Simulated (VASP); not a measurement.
## VASP 6.6.1 run: Si

INCAR

```
LWAVE = .FALSE.
ISIF = 2
NELM = 98
LASPH = .TRUE.
LCHARG = .FALSE.
LREAL = .FALSE.
ISMEAR = -1
ENCUT = 520
NSW = 0
NBANDS = 16
EDIFF = 1E-5
PREC = Accurate
GGA = PE
IBRION = -1
ADDGRID = .TRUE.
SIGMA = 0.02
```

KPOINTS

```
KPOINTS created by Atomic Simulation Environment
0
Gamma
12 12 4
0 0 0
```

POSCAR

```
Si
 1.0000000000000000
     3.8321295590073570    0.0000000000000000    0.0000000000000000
    -1.9160647795036785    3.3187215486936292    0.0000000000000000
     0.0000000000000000    0.0000000000000000    6.2778046918000001
 Si
   4
Cartesian
 -0.0000000000000000  2.2124810324624193 -0.0003104943132887
  1.9160647795036783  1.1062405162312097  3.1385918515867117
 -0.0000000000000000  2.2124810324624193  2.3544872537382888
  1.9160647795036783  1.1062405162312097  5.4933895996382880
```

The recommended PBE PAW datasets give the neutral cell 16 valence electrons.

Command

```
mpirun -np 1 vasp_std
```

OSZICAR

```
N       E                     dE             d eps       ncg     rms          rms(c)
DAV:   1     0.267540935188E+02    0.26754E+02   -0.59747E+03  1824   0.819E+02
DAV:   2    -0.200939876697E+02   -0.46848E+02   -0.42400E+02  2512   0.122E+02
DAV:   3    -0.219879046192E+02   -0.18939E+01   -0.18774E+01  2376   0.229E+01
DAV:   4    -0.220098490138E+02   -0.21944E-01   -0.21937E-01  2328   0.316E+00
DAV:   5    -0.220102270498E+02   -0.37804E-03   -0.37799E-03  2440   0.395E-01    0.693E+00
DAV:   6    -0.217556643514E+02    0.25456E+00   -0.10223E-01  2192   0.151E+00    0.423E+00
DAV:   7    -0.216388974360E+02    0.11677E+00   -0.21547E-01  2216   0.229E+00    0.247E-01
DAV:   8    -0.216411608327E+02   -0.22634E-02   -0.15084E-02  2256   0.613E-01    0.105E-01
DAV:   9    -0.216416819845E+02   -0.52115E-03   -0.66091E-04  2368   0.148E-01    0.813E-02
DAV:  10    -0.216417938843E+02   -0.11190E-03   -0.13357E-04  2120   0.581E-02    0.151E-02
DAV:  11    -0.216417944833E+02   -0.59908E-06   -0.26899E-06  1856   0.102E-02
   1 F= -.21641794E+02 E0= -.21641794E+02  d E =-.320843E-06
```

Standard output (part)

```
POSCAR found type information on POSCAR Si
 POSCAR found :  1 types and       4 ions
 LDA part: xc-table for (Slater+PW92), standard interpolation
 POSCAR, INCAR and KPOINTS ok, starting setup
 WAVECAR not read
 entering main loop
```

From OUTCAR

```
k-points           NKPTS =     57   k-points in BZ     NKDIM =     57   number of bands    NBANDS=     16

   NELECT =      16.0000    total number of electrons

   dimension x,y,z NGX =    30 NGY =   30 NGZ =   48
   dimension x,y,z NGXF=    60 NGYF=   60 NGZF=   96

  energy-cutoff  :      520.00
  volume of cell :       79.84
      direct lattice vectors                 reciprocal lattice vectors
     3.832129559  0.000000000  0.000000000     0.260951511  0.150660425  0.000000000
    -1.916064780  3.318721549  0.000000000     0.000000000  0.301320851  0.000000000
     0.000000000  0.000000000  6.277804692     0.000000000  0.000000000  0.159291352

 k-points in reciprocal lattice and weights: KPOINTS created by Atomic Simulation Env
   0.00000000  0.00000000  0.00000000       0.002
   0.08333333  0.00000000  0.00000000       0.010
   0.16666667  0.00000000  0.00000000       0.010
   0.25000000  0.00000000  0.00000000       0.010
   0.33333333  0.00000000  0.00000000       0.010
   0.41666667  0.00000000  0.00000000       0.010
   0.50000000  0.00000000  0.00000000       0.005
   0.08333333  0.08333333  0.00000000       0.010
   ...

 E-fermi :   6.2789

 k-point     1 :       0.0000    0.0000    0.0000
  band No.  band energies     occupation
      1      -6.1377      2.00000
      2      -3.7854      2.00000
      3      -1.1269      2.00000
      4       4.5303      2.00000
      5       4.5303      2.00000
      6       5.8094      2.00000
      7       6.0968      1.99978
      8       6.0968      1.99978
      9       7.0625      0.00000
     10       8.0706      0.00000
     11       8.0706      0.00000
     12       8.6111      0.00000
     13       9.6695      0.00000
     14      10.2852      0.00000
     15      10.2852      0.00000
     16      11.9941      0.00000

 k-point     2 :       0.0833    0.0000    0.0000
  band No.  band energies     occupation
      1      -6.0569      2.00000
      2      -3.7029      2.00000
      3      -1.0840      2.00000
      4       3.8413      2.00000
      5       4.3614      2.00000
      6       5.4812      2.00000
      7       5.6788      2.00000
      8       5.9458      2.00000
      9       7.5076      0.00000
     10       8.2334      0.00000
     11       8.3258      0.00000
     12       8.6897      0.00000
     13       9.9133      0.00000
     14      10.5346      0.00000
     15      10.5956      0.00000
     16      11.4965      0.00000

 k-point     3 :       0.1667    0.0000    0.0000
  band No.  band energies     occupation
      1      -5.8165      2.00000
      2      -3.4570      2.00000
      3      -0.9833      2.00000
      4       2.6591      2.00000
      5       3.9863      2.00000
      6       4.2616      2.00000
      7       5.2965      2.00000
      8       5.6017      2.00000
      9       7.4158      0.00000
     10       8.8734      0.00000
     11       8.9185      0.00000
     12       9.3438      0.00000
     13       9.5842      0.00000
     14      10.7449      0.00000
     15      11.4149      0.00000
     16      11.7269      0.00000

 ...

  Total        0.8118142      0.8118142      1.6229403      0.0000000     -0.0000000      0.0000000
  in kB       16.2910254     16.2910254     32.5682430      0.0000000     -0.0000000      0.0000000
  external PRESSURE =      21.7167646 kB  Pullay stress =       0.0000000 kB

 POSITION                                       TOTAL-FORCE (eV/Angst)
 -----------------------------------------------------------------------------------
      0.00000      2.21248      6.27749         0.000000     -0.000000     -0.009733
      1.91606      1.10624      3.13859        -0.000000     -0.000000     -0.009733
      0.00000      2.21248      2.35449         0.000000     -0.000000      0.009733
      1.91606      1.10624      5.49339        -0.000000      0.000000      0.009733
 -----------------------------------------------------------------------------------
    total drift:                               -0.000000      0.000000     -0.000000

  FREE ENERGIE OF THE ION-ELECTRON SYSTEM (eV)
  ---------------------------------------------------
  free  energy   TOTEN  =       -21.6417944833 eV

  energy  without entropy=      -21.6417941625  energy(sigma->0) =      -21.64179432
```

It converged. Results: gap between bands v and c on the k mesh 0.37 eV; least direct gap on the k mesh 0.97 eV; pressure 2.2 GPa. Band v is the last that the valence electrons fill when counted band by band, and c is the next.

For comparison, a separate PBE run of the intended cell, on usual settings and not on those above, gives a gap of 0.37 eV on its mesh and a pressure of 2.2 GPa.

The run above took about 60 s on one core of a shared host (Intel Xeon Platinum 8488C) and held 0.27 GiB at most.
